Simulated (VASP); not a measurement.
# SnO2 (Cassiterite) (P4_2/mnm) in VASP: a series of runs, part 3 of 3

VASP 6.6.1. The steps go on from the part before.

## Step 5: Dielectric tensor, PBE

Contents of INCAR:

```
SYSTEM = SnO2
PREC = Accurate
ENCUT = 280
EDIFF = 1E-8
ISMEAR = 0
SIGMA = 0.01
LREAL = .FALSE.
LASPH = .TRUE.
NELM = 100
ALGO = Normal
ISIF = 2
LWAVE = .FALSE.
LCHARG = .FALSE.
GGA = PE
LEPSILON = .TRUE.
```

Contents of KPOINTS:

```
regular mesh
0
G
  4 4 5
  0 0 0
```

Contents of POSCAR:

```
SnO2
1.0
    4.7380000000      0.0000000000      0.0000000000
    0.0000000000      4.7380000000      0.0000000000
    0.0000000000      0.0000000000      3.1865000000
Sn O
2 4
Direct
    0.5000000000      0.5000000000      0.5000000000
    0.0000000000      0.0000000000      0.0000000000
    0.8071000000      0.1929000000      0.5000000000
    0.6929000000      0.6929000000      0.0000000000
    0.1929000000      0.8071000000      0.5000000000
    0.3071000000      0.3071000000      0.0000000000
```

Potentials or basis: VASP PAW PBE potentials, release 64 (Sn_d, O).

The run is started by

```
cat potpaw_PBE.64/Sn_d/POTCAR potpaw_PBE.64/O/POTCAR > POTCAR
mpirun -np 1 vasp_std > vasp.out
```

OUTCAR:

```text
SYSTEM = SnO2
   PREC = Accurate
   ENCUT = 280
   EDIFF = 1E-8
   ISMEAR = 0
   LREAL = .FALSE.
   LASPH = .TRUE.
   NELM = 100
   ISIF = 2
   GGA = PE
   LEPSILON = .TRUE.

 Found     18 irreducible k-points:

 Following reciprocal coordinates:
            Coordinates               Weight
  0.000000  0.000000  0.000000      1.000000
  0.250000  0.000000  0.000000      4.000000
  0.500000  0.000000  0.000000      2.000000
  0.250000  0.250000  0.000000      4.000000
  0.500000  0.250000  0.000000      4.000000
  0.500000  0.500000  0.000000      1.000000
   k-points           NKPTS =     18   k-points in BZ     NKDIM =     18   number of bands    NBANDS=     31
   number of dos      NEDOS =    301   number of ions     NIONS =      6
   total plane-waves  NPLWV =  14112
   dimension x,y,z NGX =    28 NGY =   28 NGZ =   18
   dimension x,y,z NGXF=    56 NGYF=   56 NGZF=   36
   ions per type =               2   4
   NGX,Y,Z   is equivalent  to a cutoff of   9.82,  9.82,  9.39 a.u.
   NGXF,Y,Z  is equivalent  to a cutoff of  19.65, 19.65, 18.78 a.u.
 SYSTEM =  SnO2
   PREC   = accura    normal or accurate (medium, high low for compatibility)
   ISTART =      0    job   : 0-new  1-cont  2-samecut
   ICHARG =      2    charge: 1-file 2-atom 10-const
   ISPIN  =      1    spin polarized calculation?
   LNONCOLLINEAR =      F non collinear calculations
   LSORBIT =      F    spin-orbit coupling
   LASPH  =      T    aspherical Exc in radial PAW
   ENCUT  =  280.0 eV  20.58 Ry    4.54 a.u.   6.46  6.46  4.35*2*pi/ulx,y,z
   NELM   =    100;   NELMIN=  2; NELMDL= -5     # of ELM steps
   EDIFF  = 0.1E-07   stopping-criterion for ELM
   LREAL  =      F    real-space projection
   EDIFFG = 0.1E-06   stopping-criterion for IOM
   NSW    =      0    number of steps for IOM
   IBRION =     -1    ionic relax: 0-MD 1-quasi-New 2-CG
   NFREE  =      0    steps in history (QN), initial steepest desc. (CG)
   ISIF   =      2    stress and relaxation
   ISYM   =      2    0-nonsym 1-usesym 2-fastsym
   POTIM  = 0.5000    time-step for ionic-motion
   TEBEG  =    0.0;   TEEND  =   0.0 temperature during run
   PSTRESS=    0.0 pullay stress
   NELECT =      52.0000    total number of electrons
   NUPDOWN=      -1.0000    fix difference up-down
   EMIN   =  10.00;   EMAX   =-10.00  energy-range for DOS
   EFERMI =   0.00;   METHOD = LEGACY
   ISMEAR =     0;   SIGMA  =   0.01  broadening in eV -4-tet -1-fermi 0-gaus
   EFERMI_NEDOS =   21; number of points for ismear=-14 and -15
   IALGO  =     38    algorithm
   IMIX   =      4    mixing-type and parameters
     AMIX     =   0.40;   BMIX     =  1.00
     AMIX_MAG =   1.60;   BMIX_MAG =  1.00
  volume/ion in A,a.u.               =      11.92        80.45
  Fermi-wavevector in a.u.,A,eV,Ry     =   1.472000  2.781677 29.480903  2.166785
  Thomas-Fermi vector in A             =   2.587068
   LORBIT       =      0    0 simple, 1 ext, 2 COOP (PROOUT), +10 PAW based schemes
   GGA     = PE    functional components
   LHFCALC =     F    Hartree Fock is set to
   AEXX    =    0.0000 exact exchange contribution
   IVDW    =     0    specifies the selected vdW correction
   LEPSILON=     T    determine dielectric tensor
   LRPA    =     F    only Hartree local field effects (RPA)
 non-spin polarized calculation
[... 231 lines left out ...]

 VOLUME and BASIS-vectors are now :
 -----------------------------------------------------------------------------
  energy-cutoff  :      280.00
  volume of cell :       71.53
      direct lattice vectors                 reciprocal lattice vectors
     4.738000000  0.000000000  0.000000000     0.211059519  0.000000000  0.000000000
     0.000000000  4.738000000  0.000000000     0.000000000  0.211059519  0.000000000
     0.000000000  0.000000000  3.186500000     0.000000000  0.000000000  0.313823945

 POSITION                                       TOTAL-FORCE (eV/Angst)
 -----------------------------------------------------------------------------------
      2.36900      2.36900      1.59325        -0.000000      0.000000      0.000000
      0.00000      0.00000      0.00000        -0.000000      0.000000      0.000000
      3.82404      0.91396      1.59325        -0.141469      0.141469      0.000000
      3.28296      3.28296      0.00000         0.141469      0.141469      0.000000
      0.91396      3.82404      1.59325         0.141469     -0.141469      0.000000
      1.45504      1.45504      0.00000        -0.141469     -0.141469      0.000000
 -----------------------------------------------------------------------------------
    total drift:                                0.000000      0.000000      0.000000

  FREE ENERGIE OF THE ION-ELECTRON SYSTEM (eV)
  ---------------------------------------------------
  free  energy   TOTEN  =       -37.6766834483 eV

  energy  without entropy=      -37.6766834483  energy(sigma->0) =      -37.67668345

 HEAD OF MICROSCOPIC STATIC DIELECTRIC TENSOR (INDEPENDENT PARTICLE, excluding Hartree and local field effects)
 ------------------------------------------------------
           4.572950     0.000000     0.000000
           0.000000     4.572950     0.000000
           0.000000     0.000000     4.707764
 ------------------------------------------------------

 Free energy of the ion-electron system (eV)
  ---------------------------------------------------
  ---------------------------------------------------
  free energy    TOTEN  =        -0.73609617 eV

  energy without entropy =       -0.73609617

------------------------ aborting loop because EDIFF is reached ----------------------------------------

--------------------------------------- Ionic step        2  -------------------------------------------

------------------------ aborting loop because EDIFF is reached ----------------------------------------

--------------------------------------- Ionic step        3  -------------------------------------------

 Free energy of the ion-electron system (eV)
  ---------------------------------------------------
  ---------------------------------------------------
  free energy    TOTEN  =        -0.76432610 eV

  energy without entropy =       -0.76432610

------------------------ aborting loop because EDIFF is reached ----------------------------------------

 PIEZOELECTRIC TENSOR FIELD DIRECTION 3  (e Angst)
 -----------------------------------------------------------------------------
     0.00056  0.00000  0.00000           ( -0.00001  0.00000  0.00000)
     0.00000  0.00056  0.00000           (  0.00000 -0.00001  0.00000)
     0.00000  0.00000 -0.00254           (  0.00000  0.00000 -0.00014)

 PIEZOELECTRIC TENSOR FIELD DIRECTION 3  (C/m^2)
 -----------------------------------------------------------------------------
     0.00012  0.00000  0.00000
     0.00000  0.00012  0.00000
     0.00000  0.00000 -0.00057

 MACROSCOPIC STATIC DIELECTRIC TENSOR (including local field effects in DFT)
 ------------------------------------------------------
           4.502687    -0.000000     0.000000
          -0.000000     4.502687     0.000000
           0.000000     0.000000     4.627111
 ------------------------------------------------------

 PIEZOELECTRIC TENSOR (including local field effects)  for field in x, y, z        (e  Angst)
          XX          YY          ZZ          XY          YZ          ZX
  --------------------------------------------------------------------------------
  x     0.00000     0.00000     0.00000     0.00000     0.00000     0.00000
  y     0.00000     0.00000     0.00000     0.00000     0.00000     0.00000
  z     0.00000     0.00000     0.00000     0.00000     0.00000     0.00000

 PIEZOELECTRIC TENSOR (including local field effects)  for field in x, y, z        (C/m^2)
          XX          YY          ZZ          XY          YZ          ZX
  --------------------------------------------------------------------------------
  x     0.00000     0.00000     0.00000     0.00000     0.00000     0.00000
  y     0.00000     0.00000     0.00000     0.00000     0.00000     0.00000
  z     0.00000     0.00000     0.00000     0.00000     0.00000     0.00000

 BORN EFFECTIVE CHARGES (including local field effects) (in |e|, cummulative output)
 ---------------------------------------------------------------------------------
 ion    1
    1     4.03389    -0.45674     0.00000
    2    -0.45674     4.03389     0.00000
    3     0.00000     0.00000     4.42178
 ion    2
    1     4.03389     0.45674     0.00000
    2     0.45674     4.03389     0.00000
    3     0.00000     0.00000     4.42178
 ion    3
    1    -2.01694     0.73420     0.00000
    2     0.73420    -2.01694     0.00000
    3     0.00000     0.00000    -2.21089
 ion    4
    1    -2.01694    -0.73420     0.00000
    2    -0.73420    -2.01694     0.00000
    3     0.00000     0.00000    -2.21089
 ion    5
    1    -2.01694     0.73420     0.00000
    2     0.73420    -2.01694     0.00000
    3     0.00000     0.00000    -2.21089
 ion    6
    1    -2.01694    -0.73420     0.00000
    2    -0.73420    -2.01694     0.00000
    3     0.00000     0.00000    -2.21089
```

OSZICAR:

```text
N       E                     dE             d eps       ncg     rms          rms(c)
DAV:   1     0.471702001567E+03    0.47170E+03   -0.18967E+04  1258   0.180E+03
DAV:   2     0.159616878999E+02   -0.45574E+03   -0.43883E+03  1281   0.502E+02
[... 12 lines left out ...]
RMM:   5    -0.763873581851E+00   -0.42845E-02   -0.58554E-04  2021   0.143E-01    0.304E-02
RMM:   6    -0.764073478049E+00   -0.19990E-03   -0.66281E-05  1883   0.466E-02    0.432E-03
RMM:   7    -0.764243352077E+00   -0.16987E-03   -0.97493E-06  2061   0.149E-02    0.123E-03
RMM:   8    -0.764318003566E+00   -0.74651E-04   -0.10061E-06  2087   0.415E-03    0.376E-04
RMM:   9    -0.764326407251E+00   -0.84037E-05   -0.14389E-07  2068   0.107E-03    0.812E-05
RMM:  10    -0.764324821476E+00    0.15858E-05    0.80936E-08  1918   0.327E-04    0.434E-05
RMM:  11    -0.764326102741E+00   -0.12813E-05    0.13954E-07  1407   0.125E-04    0.653E-06
```

Wall time 2.6 min (1 thread of AMD EPYC 9R14 (Zen 4), shared host); peak memory 0.16 GiB.

The run converged, but a check on its numbers failed (symmetry, net force, bounds or a known fault of this set-up), so they aren't taken as properties of the crystal.

Caveat: the cutoff lies under the usual one of these potentials, so the numbers hold a large basis-set error; spin-orbit coupling is left out, which moves the levels of the heavy elements.

## Step 6: Dielectric tensor, PBE

INCAR, as its differences from that of step 5:

```diff
@@ -2,3 +2,3 @@
 PREC = Accurate
-ENCUT = 280
+ENCUT = 520
 EDIFF = 1E-8
```

Contents of KPOINTS:

```
regular mesh
0
G
  3 3 4
  0 0 0
```

POSCAR is that of step 5.

Potentials or basis: VASP PAW PBE potentials, release 64 (Sn_d, O).

The run is started by

```
cat potpaw_PBE.64/Sn_d/POTCAR potpaw_PBE.64/O/POTCAR > POTCAR
mpirun -np 1 vasp_std > vasp.out
```

OUTCAR:

```text
SYSTEM = SnO2
   PREC = Accurate
   ENCUT = 520
   EDIFF = 1E-8
   ISMEAR = 0
   LREAL = .FALSE.
   LASPH = .TRUE.
   NELM = 100
   ISIF = 2
   GGA = PE
   LEPSILON = .TRUE.

 Found      9 irreducible k-points:

 Following reciprocal coordinates:
            Coordinates               Weight
  0.000000  0.000000  0.000000      1.000000
  0.333333  0.000000  0.000000      4.000000
  0.333333  0.333333  0.000000      4.000000
  0.000000  0.000000  0.250000      2.000000
  0.333333  0.000000  0.250000      8.000000
  0.333333  0.333333  0.250000      8.000000
   k-points           NKPTS =      9   k-points in BZ     NKDIM =      9   number of bands    NBANDS=     31
   number of dos      NEDOS =    301   number of ions     NIONS =      6
   total plane-waves  NPLWV =  31104
   dimension x,y,z NGX =    36 NGY =   36 NGZ =   24
   dimension x,y,z NGXF=    72 NGYF=   72 NGZF=   48
   ions per type =               2   4
   NGX,Y,Z   is equivalent  to a cutoff of  12.63, 12.63, 12.52 a.u.
   NGXF,Y,Z  is equivalent  to a cutoff of  25.26, 25.26, 25.04 a.u.
 SYSTEM =  SnO2
   PREC   = accura    normal or accurate (medium, high low for compatibility)
   ISTART =      0    job   : 0-new  1-cont  2-samecut
   ICHARG =      2    charge: 1-file 2-atom 10-const
[... 330 lines left out ...]
 -----------------------------------------------------------------------------
     0.00080  0.00000  0.00000           ( -0.00000  0.00000  0.00000)
     0.00000  0.00080  0.00000           (  0.00000 -0.00000  0.00000)
     0.00000  0.00000 -0.00273           (  0.00000  0.00000 -0.00011)

 PIEZOELECTRIC TENSOR FIELD DIRECTION 3  (C/m^2)
 -----------------------------------------------------------------------------
     0.00018  0.00000  0.00000
     0.00000  0.00018  0.00000
     0.00000  0.00000 -0.00061

 MACROSCOPIC STATIC DIELECTRIC TENSOR (including local field effects in DFT)
 ------------------------------------------------------
           4.845529    -0.000000     0.000000
           0.000000     4.845529     0.000000
           0.000000     0.000000     4.895426
 ------------------------------------------------------

 PIEZOELECTRIC TENSOR (including local field effects)  for field in x, y, z        (e  Angst)
          XX          YY          ZZ          XY          YZ          ZX
  --------------------------------------------------------------------------------
  x     0.00000     0.00000     0.00000     0.00000     0.00000     0.00000
  y     0.00000     0.00000     0.00000     0.00000     0.00000     0.00000
  z     0.00000     0.00000     0.00000     0.00000     0.00000     0.00000

 PIEZOELECTRIC TENSOR (including local field effects)  for field in x, y, z        (C/m^2)
          XX          YY          ZZ          XY          YZ          ZX
  --------------------------------------------------------------------------------
  x     0.00000     0.00000     0.00000     0.00000     0.00000     0.00000
  y     0.00000     0.00000     0.00000     0.00000     0.00000     0.00000
  z     0.00000     0.00000     0.00000     0.00000     0.00000     0.00000

 BORN EFFECTIVE CHARGES (including local field effects) (in |e|, cummulative output)
 ---------------------------------------------------------------------------------
 ion    1
    1     4.08154    -0.44713     0.00000
    2    -0.44713     4.08154     0.00000
    3     0.00000     0.00000     4.49831
 ion    2
    1     4.08154     0.44713     0.00000
    2     0.44713     4.08154     0.00000
    3     0.00000     0.00000     4.49831
 ion    3
    1    -2.04077     0.73763     0.00000
    2     0.73763    -2.04077     0.00000
    3     0.00000     0.00000    -2.24915
 ion    4
    1    -2.04077    -0.73763     0.00000
    2    -0.73763    -2.04077     0.00000
    3     0.00000     0.00000    -2.24915
 ion    5
    1    -2.04077     0.73763     0.00000
    2     0.73763    -2.04077     0.00000
    3     0.00000     0.00000    -2.24915
 ion    6
    1    -2.04077    -0.73763     0.00000
    2    -0.73763    -2.04077     0.00000
    3     0.00000     0.00000    -2.24915
```

stdout:

```text
POSCAR found type information on POSCAR SnO
 POSCAR found :  2 types and       6 ions
 scaLAPACK will be used
 LDA part: xc-table for (Slater+PW92), standard interpolation
 POSCAR, INCAR and KPOINTS ok, starting setup
 FFT: planning ... GRIDC
 FFT: planning ... GRID_SOFT
 FFT: planning ... GRID
 WAVECAR not read
 entering main loop
 Linear response reoptimize wavefunctions to high precision
 Linear response G [H, r] |phi>, progress :
  Direction:   1
 Linear response G [H, r] |phi>, progress :
  Direction:   2
 Linear response G [H, r] |phi>, progress :
  Direction:   3
 Linear response to external field (no local field effect), progress :
  Direction:   1
 dielectric tensor                  component  1 :     4.750    -0.060    -0.307
 Linear response to external field (no local field effect), progress :
  Direction:   2
 dielectric tensor                  component  2 :    -0.060     5.093    -0.120
 Linear response to external field (no local field effect), progress :
  Direction:   3
 dielectric tensor                  component  3 :    -0.307    -0.120     4.981
 Linear response to external field, progress :
  Direction:   1
 dielectric tensor                  component  1 :     4.846    -0.062    -0.211
 Linear response to external field, progress :
  Direction:   2
 dielectric tensor                  component  2 :    -0.062     4.846    -0.211
 Linear response to external field, progress :
  Direction:   3
 dielectric tensor                  component  3 :    -0.305    -0.119     4.895
 Born effective charges drift removed
```

Wall time 3.3 min (1 thread of AMD EPYC 9R14 (Zen 4), shared host); peak memory 0.2 GiB.

These settings aren't checked as converged: the numbers below hold their error.

What came out:

```
Band gap on the k mesh                  : 1.27 eV, direct
Electronic dielectric tensor (diagonal) : 4.85, 4.85, 4.90
Born charges (mean of the diagonal)     : Sn +4.22; O -2.11 e
```

Caveat: the k mesh is coarse (spacing up to 0.49 Å⁻¹), so the values aren't converged; spin-orbit coupling is left out, which moves the levels of the heavy elements.
